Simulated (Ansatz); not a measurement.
What does Ansatz print for the nuclei with this input?

The cell is a structure deposited in the COD, relaxed with PBE at fixed cell and then changed (volume scaled by 0.96).

```yaml
crystal:
  lattice:
    - [3.0373867908, 0.0, 0.0]
    - [-1.5186933954, 2.6304541219, 0.0]
    - [0.0, 0.0, 19.8737233798]
  atoms:
    - { symbol: Si, position: [0.3333333333, 0.6666666667, 0.250105764] }
    - { symbol: Si, position: [0.6666666667, 0.3333333333, 0.750105764] }
    - { symbol: Si, position: [0.3333333333, 0.6666666667, 0.6250022523] }
    - { symbol: Si, position: [0.6666666667, 0.3333333333, 0.1250022523] }
    - { symbol: Si, position: [0.0, 0.0, 9.78164e-05] }
    - { symbol: Si, position: [0.0, 0.0, 0.5000978164] }
    - { symbol: Si, position: [0.3333333333, 0.6666666667, 0.8751755882] }
    - { symbol: Si, position: [0.6666666667, 0.3333333333, 0.3751755882] }
    - { symbol: C, position: [0.3333333333, 0.6666666667, 0.9689114644] }
    - { symbol: C, position: [0.6666666667, 0.3333333333, 0.4689114644] }
    - { symbol: C, position: [0.0, 0.0, 0.0938682989] }
    - { symbol: C, position: [0.0, 0.0, 0.5938682989] }
    - { symbol: C, position: [0.3333333333, 0.6666666667, 0.3441204739] }
    - { symbol: C, position: [0.6666666667, 0.3333333333, 0.8441204739] }
    - { symbol: C, position: [0.3333333333, 0.6666666667, 0.7187183419] }
    - { symbol: C, position: [0.6666666667, 0.3333333333, 0.2187183419] }
kpoints:
  mp_grid: { grid: [10, 10, 2] }
scf:
  occupations: { method: fermi_dirac, width: 0.02 }
hamiltonian:
  xc: pbe
  pseudopotentials: { kind: paw, frozen_core: stored }
output:
  forces: true
  stress: true
  populations: true
  efg: {}
  write_density: true
  write_potential: true
  elf: true
  volumetric_format: npy
```

```sh
ansatz run input.yaml --threads 1 --pin off --max-ram 3072MiB --backend cpu --events-out ev --progress --plain --runs-dir out
```

Of the output, the block on the nuclei alone is shown; the set-up, the SCF iterations, energies, forces and stress are cut. One atom of each set with nearly equal values is shown.

```
--- PAW observables at the nuclei: V_zz in 10²¹ V/m², potentials from the cell's mean, atoms counted from 1 ---
  atom   1  Si V_zz =    -0.086901   η = 0.0000   by run symmetry: allowed
            electrostatic potential = -1362.924982 V   contact ρ = none
  atom   3  Si V_zz =    +0.171903   η = 0.0000   by run symmetry: allowed
            electrostatic potential = -1362.975469 V   contact ρ = none
  atom   5  Si V_zz =    +0.131878   η = 0.0000   by run symmetry: allowed
            electrostatic potential = -1363.009917 V   contact ρ = none
  atom   7  Si V_zz =    +0.205829   η = 0.0000   by run symmetry: allowed
            electrostatic potential = -1363.005035 V   contact ρ = none
  atom   9  C  V_zz =    +0.021013   η = 0.0000   by run symmetry: allowed
            electrostatic potential = -419.521104 V   contact ρ = none
  atom  11  C  V_zz =    +0.019973   η = 0.0000   by run symmetry: allowed
            electrostatic potential = -419.496055 V   contact ρ = none
  atom  13  C  V_zz =    +0.226480   η = 0.0000   by run symmetry: allowed
            electrostatic potential = -419.529664 V   contact ρ = none
  atom  15  C  V_zz =    +0.056963   η = 0.0000   by run symmetry: allowed
            electrostatic potential = -419.432075 V   contact ρ = none
```

The run took 13 s of wall time (13 s of CPU time) and 0.5 GiB at its peak, on 1 thread of AMD EPYC 9R14 (Zen 4) (x86_64; 16 cores open to the job, memory cap 3.0 GiB, no GPU), a shared host with a load of 0.3 a core.

At this changed cell the PBE pressure is 13 GPa.
